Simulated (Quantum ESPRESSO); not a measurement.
# AlO: zone-centre phonons under several settings

```xyz
2
Lattice="2.7692 0.0000 0.0000 0.0000 2.7692 0.0000 0.0000 0.0000 2.7692" Properties=species:S:1:pos:R:3 pbc="T T T"
Al    1.3846    1.3846    1.3846
O     0.0000    0.0000    0.0000
```

The cell was built by a generator and needn't be a form met in nature.

All runs used Quantum ESPRESSO 7.5; k mesh 10 × 10 × 10; given cell, atoms relaxed; no spin polarisation; occupations cold, width 0.2 eV.

```csv
level,potentials,cutoff (eV),pressure (GPa),lowest optical mode without the field (cm⁻¹)
PBE,GBRV 1.5 PBE,612,0.2,396i
PBE,JTH 2.0 PBE,707,?,?
PBE,SSSP 1.3 efficiency PBE,748,-0.2,396i
PBE,PseudoDojo 0.4.1 SR PBE standard,1143,-0.5,399i
PBE,SPMS 1.0 PBE,1197,-0.3,398i
PBE,Ansatz NC SR PBE,1238,0.0,396i
PBE,PseudoDojo 0.4 SR PBE stringent,1252,-0.4,398i
```

**Question.** What stands in the row left open?

**Answer.** Pressure -0.7 GPa; lowest optical mode without the field 397i cm⁻¹.

Values marked i are imaginary: the cell is unstable against those modes at that level, or the meshes are too thin.

Caveats: the mesh is thin for the phonons of a metal; some modes are imaginary; an odd number of electrons without spin polarisation forces a metal; a magnetic or distorted state may lie lower; before the sum rule the acoustic modes lie tens of cm⁻¹ from zero, a sign that the density grid also shifts the optical modes (some runs).

For the row left open. Caveat: the mesh is thin for the phonons of a metal; some modes are imaginary; an odd number of electrons without spin polarisation forces a metal; a magnetic or distorted state may lie lower.
